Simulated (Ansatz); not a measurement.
In:

```
In
1.0
    -1.88253    1.88253    1.88253
     1.88253   -1.88253    1.88253
     1.88253    1.88253   -1.88253
In
1
Direct
  0.00000 0.00000 0.00000
```

This isn't the form of In at room conditions, which is tetragonal.

```yaml
Program: Ansatz 0.2.0
Task: relaxation of cell and atoms
Functional: LDA
Potentials_or_basis: Ansatz PAW
Cutoff: "420 eV (not typed: the program's choice for these potentials)"
k_mesh: 10 × 10 × 10
Occupations: fermi-dirac, width 0.05 eV
Spin: no spin polarisation
```

At the start: volume 26.69 Å³/atom.

Problem. How do energy, volume and symmetry change on relaxing?

Solution. It ends after 5 steps and the volume is 24.81 Å³/atom (-7.0 %); space group Im-3m (No. 229, to 0.05 Å).

The path:
```
step  energy change (eV)  largest force (eV/Å)  volume (Å³)
   1              0.0000                0.0000        26.69
   2             -0.0177                0.0000        25.08
   3             -0.0182                0.0000        24.76
   4             -0.0182                0.0000        24.81
   5             -0.0179                0.0000        24.81
```

Final structure:
```cif
data_structure
_symmetry_space_group_name_H-M 'P 1'
_symmetry_Int_Tables_number 1
_cell_length_a 3.1823
_cell_length_b 3.1823
_cell_length_c 3.1823
_cell_angle_alpha 109.471
_cell_angle_beta 109.471
_cell_angle_gamma 109.471
_cell_volume 24.81
loop_
_atom_site_label
_atom_site_type_symbol
_atom_site_fract_x
_atom_site_fract_y
_atom_site_fract_z
_atom_site_occupancy
In1 In 0.00000 0.00000 0.00000 1
```

Caveat: the plane-wave basis is chosen anew once the cell has moved, so the energies of steps on either side of that aren't comparable; the PAW data sets come from PBE, with cores solved anew for the run's functional, which leaves a small shift of forces and pressure.
